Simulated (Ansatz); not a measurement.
# Rh (Fm-3m) in Ansatz: settings compared, part 2 of 2

Ansatz 0.2.0.

**3. Relaxation of cell and atoms, HSEsol**

Input file input.yaml:

```yaml
crystal:
  lattice:
    - [0.0, 1.89785, 1.89785]
    - [1.89785, 0.0, 1.89785]
    - [1.89785, 1.89785, 0.0]
  atoms:
    - { symbol: Rh, position: [0.0, 0.0, 0.0] }
hamiltonian:
  xc:
    exchange: hjs_pbesol
    correlation: pbesol
    exx: { coeff: 0.25, omega: 0.207 }
  pseudopotentials: { kind: paw }
kpoints:
  mp_grid: { grid: [6, 6, 6] }
scf:
  occupations: { method: fermi_dirac, width: 0.05 }
output:
  forces: true
  stress: true
relax:
  f_tol: 0.01
  max_steps: 40
  cell: { stress_tol: 0.05 }
```

Potentials or basis: Ansatz PAW.

On the command line:

```
> ansatz run input.yaml --threads 2 --pin off --max-ram 5632MiB --backend cpu --events-out ev --progress --plain --runs-dir out
```

Log:

```text
Warning: RAYON_NUM_THREADS=2 ignored (pool sized by the plan → 2); use --threads N
Engine: ansatz 0.2.0, aarch64-unknown-linux-gnu
Pseudopotentials: kind: paw
Pseudopotential: Rh, paw, valence charge 17, recommended cutoff 420 eV (normal), Rh.paw.azcp
Functional definition: unnamed
  parameter a_1 = 0.25
  parameter omega_1 = 0.207/angstrom
  exchange = pbe_x(mu = 0.12345679012345678) + (-a_1)*hjs_pbesol_x_sr(omega_1) + a_1*exact_x_sr(omega_1)
  correlation = pbe_c(beta = 0.046)
Crystal: 1 atoms, lattice volume = 13.671 Å³
Basis set: ecut = 420 eV, 283 PW (Γ), exchange–correlation on 36×36×36 points (8 copies of the dense FFT grid, shifted against one another)
Bands: 13, of which v1, the nominal top of the filled ones, is band 9 counted from 1 (8 counted from 0)
Symmetry: 48 space group operations
Space group: Fm-3m (ITA 225), of the structure as read, at distance tolerance 2.4e-5 Å
k-points: 16 of 216
Non-local potential: Rh, projectors of the file, l = 0: 3, l = 1: 2, l = 2: 2, l = 3: 1
PAW form: soft (Blöchl's): semilocal exchange-correlation on the pseudo side does not see the compensation charge
PAW frozen core: Rh, regenerated for the run's functional, and the local potential with it (the file was generated under x = pbe(κ = 0.804, μ = 0.2195149727645171), c = pbe(β = 0.06672455060314922))
PAW one-centre angular grid: Rh, 590 points (default); XC on 64 Gauss nodes
Initial density: superposition of atomic densities (neutral atoms: chi_scale 0, normalization atom), corrected by the library's trained network
Initial wavefunctions: pseudopotential atomic-orbital guess
Functional: x = pbesol(κ = 0.804, μ = 0.12345679012345678), c = pbesol(β = 0.046), warm-up for x = hjs_pbesol + 0.25 (exact − hjs_pbesol) at short range (ω = 0.207 Å⁻¹), c = pbesol(β = 0.046)
SCF iter   1: F=—  HF=-6338.676478 eV  |F-HF|=—  |Δ(HF+E_count)|=         —  Δρ=1.56e-2  dr2=1.88e-2  ethr=1.77e-3  ⟨swp⟩=7.0  Hψ=869  notcnv=0
preconditioner: auto → none  [metal: Δε(μ)=0.047 eV  Ē_g=13.984 eV  σ=0.050 eV  W_gap=0.23  n_scr=0 (ndim 8)  ℏωp=30.1 eV  f_vac=0.000  D(μ)=1.99/eV (n_scr^D=26)]
SCF iter   2: F=—  HF=-6338.671364 eV  |F-HF|=—  |Δ(HF+E_count)|=   5.11e-3  Δρ=6.23e-3  dr2=2.21e-3  ethr=1.11e-4  ⟨swp⟩=3.1  Hψ=503  notcnv=0  defer=1
iter 3 solved again at ethr=1.21e-6 eV; its pass at ethr=1.30e-5 eV (dr2=2.06e-4 eV) is discarded
SCF iter   3: F=—  HF=-6338.670732 eV  |F-HF|=—  |Δ(HF+E_count)|=   6.33e-4  Δρ=3.01e-3  dr2=2.04e-4  ethr=1.21e-6  ⟨swp⟩=2.0  Hψ=770  notcnv=0
SCF iter   4: F=—  HF=-6338.670666 eV  |F-HF|=—  |Δ(HF+E_count)|=   6.56e-5  Δρ=1.70e-4  dr2=6.90e-7  ethr=1.20e-6  ⟨swp⟩=2.0  Hψ=350  notcnv=0
SCF iter   5: F=—  HF=-6338.670666 eV  |F-HF|=—  |Δ(HF+E_count)|=   1.49e-7  Δρ=3.89e-5  dr2=4.40e-8  ethr=4.06e-9  ⟨swp⟩=3.2  Hψ=447  notcnv=0
SCF iter   6: F=—  HF=-6338.670666 eV  |F-HF|=—  |Δ(HF+E_count)|=   1.18e-8  Δρ=7.42e-6  dr2=4.99e-9  ethr=2.59e-10  ⟨swp⟩=2.1  Hψ=351  notcnv=0
SCF iter   7: F=—  HF=-6338.670666 eV  |F-HF|=—  |Δ(HF+E_count)|=   1.35e-9  Δρ=1.80e-6  dr2=9.59e-11  ethr=2.94e-11  ⟨swp⟩=3.0  Hψ=426  notcnv=0
SCF iter   8: F=-6338.670666 eV  HF=-6338.670666 eV  |F-HF|=6.37e-12  |Δ(HF+E_count)|=  2.00e-11  Δρ=5.67e-7  dr2=9.54e-12  ethr=1.00e-12  ⟨swp⟩=2.4  Hψ=359  notcnv=0
SCF 1 converged in 8 iterations: F = -6338.670666 eV  dr2 = 9.54e-12
Initial density: handed on by an earlier stage of this run
Initial wavefunctions: those handed on with the density
Functional: x = hjs_pbesol + 0.25 (exact − hjs_pbesol) at short range (ω = 0.207 Å⁻¹), c = pbesol(β = 0.046)
[... 159 lines left out ...]
SCF iter   3: F=—  HF=-6357.946282 eV  |F-HF|=—  |Δ(HF+E_count)|=   1.05e-8  Δρ=1.10e-5  dr2=2.25e-9  ethr=1.20e-11  ⟨swp⟩=3.0  Hψ=890  notcnv=0  defer=48
SCF iter   4: F=—  HF=-6357.946282 eV  |F-HF|=—  |Δ(HF+E_count)|=  4.66e-10  Δρ=3.35e-6  dr2=2.74e-10  ethr=1.19e-11  ⟨swp⟩=4.6  Hψ=508  notcnv=0  defer=14
SCF iter   5: F=—  HF=-6357.946282 eV  |F-HF|=—  |Δ(HF+E_count)|=  3.21e-10  Δρ=8.25e-7  dr2=3.41e-11  ethr=1.32e-12  ⟨swp⟩=4.2  Hψ=587  notcnv=0  defer=34
SCF iter   6: F=-6357.946282 eV  HF=-6357.946282 eV  |F-HF|=9.09e-13  |Δ(HF+E_count)|=  1.82e-12  Δρ=3.88e-7  dr2=8.37e-12  ethr=1.00e-12  ⟨swp⟩=2.0  Hψ=349  notcnv=0
SCF 16 converged in 6 iterations: F = -6357.946282 eV  dr2 = 8.37e-12
hybrid outer 1: dexx = +1.831e-8 eV, tail = 2.24e-10 eV
Exchange kernel: α = 0.2500, screened, ω = 0.2070 Å⁻¹, Wigner–Seitz truncation, v(0) = 1034.2675 eV·Å³, q-mesh 6×6×6, nearest image of the exchange supercell L = 15.93 Å, pair-density grid 12×12×12, without the augmentation charges, whose exchange is taken in its separable form by FFT convolution over the k-point mesh (sized by the pseudopotential files, 15×15×15 at the most), smooth part of the exact exchange by density-matrix convolution
Frozen-core exchange: fock
SCF iter   1: F=—  HF=-6357.946282 eV  |F-HF|=—  |Δ(HF+E_count)|=         —  Δρ=6.29e-7  dr2=2.14e-11  ethr=6.59e-12  ⟨swp⟩=9.6  Hψ=805  notcnv=0
preconditioner: auto → none  [insulator: Δε(μ)=0.231 eV  Ē_g=15.996 eV  σ=0.050 eV  W_gap=0.75  n_scr=0 (ndim 8)  ℏωp=30.6 eV  f_vac=0.000  D(μ)=1.17/eV (n_scr^D=14)]
SCF iter   2: F=-6357.946282 eV  HF=-6357.946282 eV  |F-HF|=9.09e-13  |Δ(HF+E_count)|=  2.73e-12  Δρ=1.30e-7  dr2=9.03e-13  ethr=1.00e-12  ⟨swp⟩=2.0  Hψ=349  notcnv=0
SCF 17 converged in 2 iterations: F = -6357.946282 eV  dr2 = 9.03e-13
  Residual-converged pass: ⟨swp⟩=4.0  Hψ=558  notcnv=0  max |occ|·‖R‖ = 9.0e-9 eV (tolerance 1.0e-8 eV)  dr2=9.01e-13  dr2_onsite=4.80e-14  max |Δocc| = 1.9e-13
hybrid outer 2: dexx = +2.970e-12 eV, tail = 2.07e-12 eV, Δε = 1.12e-5 eV (about 1.16e-6 eV left of the loop's levels)
relax step   5: F+E_penalty+E_count = -6357.94628182 eV  Δ(F+E_penalty+E_count) = +2.546e-4 eV  max|allowed force component| = 0.000e0 eV/Å  Δτ_max = 0.0000 Å  P = -0.042 GPa  Ω = 13.227 Å³  stress off target by 4.22e-2 GPa  SCF on the basis re-selected at this cell (its energy is not comparable with the rows above)  (8 SCF iters)
basis re-selected at this cell: Δ(F+E_penalty+E_count) = +2.546e-4 eV, ΔP = -0.004 GPa vs the last step (what re-selecting the basis moved, of the pressure what is left beyond the Pulay correction that the steps carried, after the strain that the cell walked since its last selection, with what the two solves' SCF thresholds leave and, on support functions, any second-order correction that the steps lacked; it is no measure of the basis error at this ecutwfc). This SCF's stress stands 4.22e-2 GPa from its target on what of the cell is left free (relax.cell.stress_tol is 5.00e-2 GPa) and its largest allowed force component is 0.00e0 eV/Å (relax.f_tol is 1.00e-2 eV/Å): within both
hybrid SCF converged: 2 outer / 8 inner (+0 warm-up), last move |dexx| = 2.97e-12 eV, tail = 2.07e-12 eV
Stability not checked: this state was not tested for a lower state beside it, because the functional holds exact exchange (a hybrid, or Hartree-Fock), whose exchange loop this test does not read (fock_operator; see scf.lower_state_search)
Free energy (F): -6357.946282 eV
Frozen-core exchange: fock
Harris-Foulkes:  -6357.946282 eV  (|F-HF|=9.09e-13)
Internal energy: -6357.935827 eV  (E = F + TS)
E sigma→0 (E₀):  -6357.941054 eV
Entropy (-TS):   -0.010455 eV (-10.455 meV/atom)
Fermi energy:    22.782019 eV
--- Per-component energies (eV) ---
  E_band       = -110.372949
  E_kinetic    = 575.385303
  E_local      = -1515.304485  (includes V_loc(G=0)·N_el)
  E_nonlocal   = 355.450086
  E_hartree    = 532.029101
  E_xc         = -176.538592
  E_vxc        = -220.452413  (∫ρ·V_xc dr)
  E_exx        = -62.130721  (= α·E_x^exact, valence–valence)
  E_paw        = -3525.339821  (= ΣΔE_a)
  E_vpaw       = -245.248977  (= ΣTr[D̂ρ^β])
  E_aug_tail   = 0.000785  (compensation charges beyond the density's cutoff)
  E_ewald      = -2541.177717
  E_core_change = -0.309767  (= ΣΔE_core)
  E_smearing   = -0.010455  (= −TS)
  E_closure    = -0.000000  (closes the sum)
  Σ components = -6357.946282   (vs F -6357.946282, Δ=0.00e0)
--- Forces (eV/Å), atoms counted from 1 ---
  atom   1  Rh     0.00000000     0.00000000    -0.00000000
  max |Σ_I F_I| component: 1.84e-30 eV/Å
--- Stress (GPa, compression-positive) ---
       -0.042241      -0.000000      -0.000000
       -0.000000      -0.042241      -0.000000
       -0.000000      -0.000000      -0.042241
  P = ⅓ Tr σ = -0.0422 GPa (-0.422 kbar)
--- Band table (eV; the first three rows and the last of 16) ---
  k-point 0: bands = ["-60.5067", "-26.4506", "-26.4506", "-26.4506", "13.9094", "19.0823", "19.0823", "19.0823", "21.3779", "21.3779", "39.8409"]
  k-point 1: bands = ["-60.4682", "-26.7046", "-26.4874", "-26.4874", "15.0672", "18.7545", "19.4599", "19.4599", "21.3350", "21.3350", "41.3281"]
  k-point 2: bands = ["-60.3905", "-27.1990", "-26.5585", "-26.5585", "15.8920", "19.1843", "19.1843", "20.7591", "22.6159", "22.6159", "37.0245"]
  k-point 15: bands = ["-60.3004", "-27.2437", "-26.9626", "-26.8260", "16.2256", "16.8896", "20.2575", "21.8401", "24.3460", "31.4363", "36.0515"]
  guard bands above this table: 2 of the run's 13 bands. The solve was not asked for them (output.publish_guard_bands: true or output.eigenvalues: true publishes all)
--- Relaxed structure (4 steps of the walk, 4 accepted, 1 SCFs on fresh bases) ---
  F+E_penalty+E_count = -6357.94628182 eV   max|allowed force component| = 0.000e0 eV/Å   (the final SCF, on the basis selected at the relaxed cell)
  cell:  # Å, volume = 13.2273 Å³
    - [7.643058049343389e-35, 1.877071813205997, 1.877071813205997]
    - [1.877071813205997, 1.3184275135117337e-33, 1.877071813205997]
    - [1.877071813205997, 1.877071813205997, -8.279979553455338e-35]
  atoms:
    - { symbol: Rh, position: [0.0, 0.0, 0.0] }
```

Run time: 20 s. Hardware: 2 threads of Arm Neoverse V1, shared host; peak memory 0.53 GiB.

Results:

```
Free energy                            : -6357.9463 eV
Relaxed volume                         : 13.23 Å³/atom
Relaxed cell                           : a = 2.655 Å, b = 2.655 Å, c = 2.655 Å, α = 60.00°, β = 60.00°, γ = 60.00°
Space group after relaxing (to 0.05 Å) : Fm-3m (No. 225)
Energy gained by relaxing              : 13.8 meV/atom
Ionic steps                            : 5
Pressure after relaxing                : 0.0 GPa
Band gap on the k mesh                 : none (metal or under the smearing width)
```

Step by step:
```
step  energy change (eV)  largest force (eV/Å)  volume (Å³)
   1              0.0000                0.0000        13.67
   2             -0.0032                0.0000        12.85
   3             -0.0140                0.0000        13.25
   4             -0.0141                0.0000        13.23
   5             -0.0138                0.0000        13.23
```

Final structure:
```yaml
crystal:
  lattice:
    - [0.00000, 1.87707, 1.87707]
    - [1.87707, 0.00000, 1.87707]
    - [1.87707, 1.87707, 0.00000]
  atoms:
    - { symbol: Rh, position: [0.00000, 0.00000, 0.00000] }
```

Levels at points of the mesh, in eV from the Fermi level:
| k point | band 4 | band 5 | band 6 | band 7 | band 8 | band 9 | band 10 | band 11 |
| --- | --- | --- | --- | --- | --- | --- | --- | --- |
| (0.00, 0.00, 0.00) | -49.23 | -8.87 | -3.70 | -3.70 | -3.70 | -1.40 | -1.40 | 17.06 |
| (0.00, 0.00, -0.50) | -49.38 | -7.16 | -3.93 | -3.93 | 0.92 | 0.92 | 1.09 | 10.49 |
| (0.00, -0.50, -0.50) | -49.60 | -7.58 | -7.08 | 0.59 | 1.53 | 1.53 | 3.96 | 14.30 |

Caveat: the k mesh is coarse (spacing up to 0.48 Å⁻¹), so the values aren't converged, least of all with exact exchange; the plane-wave basis is chosen anew once the cell has moved, so the energies of steps on either side of that aren't comparable; the PAW data sets come from PBE, with cores solved anew for the run's functional, which leaves a small shift of forces and pressure.
